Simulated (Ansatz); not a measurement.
LaAlO3 (cubic perovskite)

```
CELL_PARAMETERS angstrom
      3.77167     0.00000     0.00000
      0.00000     3.77167     0.00000
      0.00000     0.00000     3.77167
ATOMIC_POSITIONS crystal
  La 0.00000 0.00000 0.00000
  Al 0.50000 0.50000 0.50000
  O  0.00000 0.50000 0.50000
  O  0.50000 0.50000 0.00000
  O  0.50000 0.00000 0.50000
```

The slice is a {110} plane (indices of the conventional cell) through the point (0.000, 0.000, 0.000) (fractional), spanned by u = [100] and v = [011] in vectors of this cell: u (3.77 Å) and v (5.33 Å, at 90° to u). It covers one period; positions are fractions (u, v).

Computed with PBEsol (plane waves to 420 eV, PAW, scalar-relativistic; Ansatz, an electronic-structure program). k mesh 9×9×9. Near the nuclei the fields are pseudised (PAW); where an atom keeps semicore shells as valence, they peak there. LaAlO3 is run without spin polarisation. LaAlO3 was relaxed with its symmetry unable to fall. This is a high-temperature form of LaAlO3.

Task: The ELF has a maximum in the middle third of the Al–O line. Where, and how high?

Result: 0.85, 1.2 Å from Al.

Task: What is the valence density on the shortest Al–O line in this plane (1.89 Å), at its midpoint?

Result: 0.59 e/Å³.

Task: What is the ELF at the midpoint of the shortest Al–O line in this plane (1.89 Å)?

Result: 0.8.

Task: Predict the map of the electron localisation function (ELF) on the slice.

Result: 
| v \ u | 0.00 | 0.13 | 0.26 | 0.39 | 0.52 | 0.65 | 0.78 | 0.91 |
|---|---|---|---|---|---|---|---|---|
| 0.94 | x | 0.75 | 0.74 | 0.06 | 0.04 | 0.15 | 0.84 | 0.52 |
| 0.84 | 0.85 | 0.78 | 0.20 | 0.06 | 0.07 | 0.06 | 0.45 | 0.83 |
| 0.75 | 0.15 | 0.09 | 0.05 | 0.09 | 0.11 | 0.07 | 0.05 | 0.12 |
| 0.66 | 0.73 | 0.56 | 0.14 | 0.09 | 0.10 | 0.09 | 0.24 | 0.66 |
| 0.56 | x | 0.83 | 0.61 | 0.01 | x | 0.08 | 0.75 | 0.78 |
| 0.47 | x | 0.82 | 0.72 | 0.00 | x | 0.09 | 0.81 | x |
| 0.38 | 0.82 | 0.74 | 0.26 | 0.06 | 0.04 | 0.08 | 0.44 | 0.79 |
| 0.28 | 0.17 | 0.10 | 0.06 | 0.10 | 0.12 | 0.09 | 0.06 | 0.14 |
| 0.19 | 0.77 | 0.57 | 0.09 | 0.07 | 0.08 | 0.06 | 0.19 | 0.70 |
| 0.09 | 0.60 | 0.82 | 0.63 | 0.05 | 0.05 | 0.10 | 0.80 | 0.74 |
| 0.00 | x | 0.58 | 0.80 | 0.06 | 0.02 | 0.23 | 0.85 | x |

Values: electron localisation function (ELF). Points within 0.4 Å of a nucleus are blanked (x), as the pseudised field means little there.
